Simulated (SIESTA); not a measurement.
Crystal: HfO2.

```
Hf O
1.0
     4.81353    0.00000    0.00000
     0.00000    4.81353    0.00000
     0.00000    0.00000    3.20542
Hf O
2 4
Direct
  0.50000 0.50000 0.50000
  0.00000 0.00000 0.00000
  0.80504 0.19496 0.50000
  0.69496 0.69496 0.00000
  0.30504 0.30504 0.00000
  0.19496 0.80504 0.50000
```

Measurements of this composition are mostly on another form, of space group No. 14.

Base run:

| Quantity | Value |
| --- | --- |
| Program | SIESTA 5.4.2 |
| Functional | LDA |
| Potentials or basis | PseudoDojo 0.4 standard (LDA files) |
| Basis | DZP (energy shift 0.003 Ry; two zetas on semicore shells) |
| Grid cutoff | 800 Ry |
| Energy shift | 0.003 Ry |
| k mesh | 6 × 6 × 8 |
| Occupations | fermi-dirac, width 0.05 eV |
| Spin | no spin polarisation |

Its results: band gap on the k mesh 3.61 eV, direct; pressure -1.9 GPa; largest force 0.057 eV/Å.

The run is repeated on the same cell with these changes: functional from LDA to PBEsol; potentials or basis from PseudoDojo 0.4 standard (LDA files) to PseudoDojo 0.4 standard (PBEsol files). What comes out?

Band gap on the k mesh 3.70 eV, direct; pressure 4.4 GPa; largest force 0.003 eV/Å.

Caveats: short orbitals over semicore shells can move pressures by several GPa; spin-orbit coupling is left out, which moves the levels of the heavy elements; the basis of atomic orbitals isn't converged, which shifts pressures, moduli and gaps.
